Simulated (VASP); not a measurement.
Input of a VASP 6.6.1 run:

File INCAR:

```
PREC = Accurate
ENCUT = 600
EDIFF = 1E-6
ISMEAR = 0
SIGMA = 0.1
LREAL = F
LASPH = T
NELM = 100
ALGO = Fast
ISIF = 3
LWAVE = F
LCHARG = F
GGA = PE
IBRION = 2
NSW = 100
EDIFFG = -0.01
```

Contents of KPOINTS:

```
regular mesh
0
Gamma
  12 12 12
```

File POSCAR:

```
Nb
1.0
    3.9836615855      0.0000000000      0.0000000000
    0.0000000000      3.9836615855      0.0000000000
    0.0000000000      0.0000000000      3.9836615855
Nb
3
Direct
    0.5000000000      0.0000000000      0.0000000000
    0.0000000000      0.5000000000      0.0000000000
    0.0000000000      0.0000000000      0.5000000000
```

Potentials or basis: VASP PAW PBE potentials, release 64 (Nb_sv).

The run is started by

```bash
$ cat potpaw_PBE.64/Nb_sv/POTCAR > POTCAR
$ mpirun -np 1 vasp_std > vasp.out
```

Task: Predict the band gap on the k mesh.

Result: None (metal or under the smearing width).

Final structure:
```cif
data_structure
_symmetry_space_group_name_H-M 'P 1'
_symmetry_Int_Tables_number 1
_cell_length_a 3.9837
_cell_length_b 3.9837
_cell_length_c 3.9837
_cell_angle_alpha 90.000
_cell_angle_beta 90.000
_cell_angle_gamma 90.000
_cell_volume 63.22
loop_
_atom_site_label
_atom_site_type_symbol
_atom_site_fract_x
_atom_site_fract_y
_atom_site_fract_z
_atom_site_occupancy
Nb1 Nb 0.50000 0.00000 0.00000 1
Nb2 Nb 0.00000 0.50000 0.00000 1
Nb3 Nb 0.00000 0.00000 0.50000 1
```

Caveat: the relaxation stopped at its first step, so nothing moved.
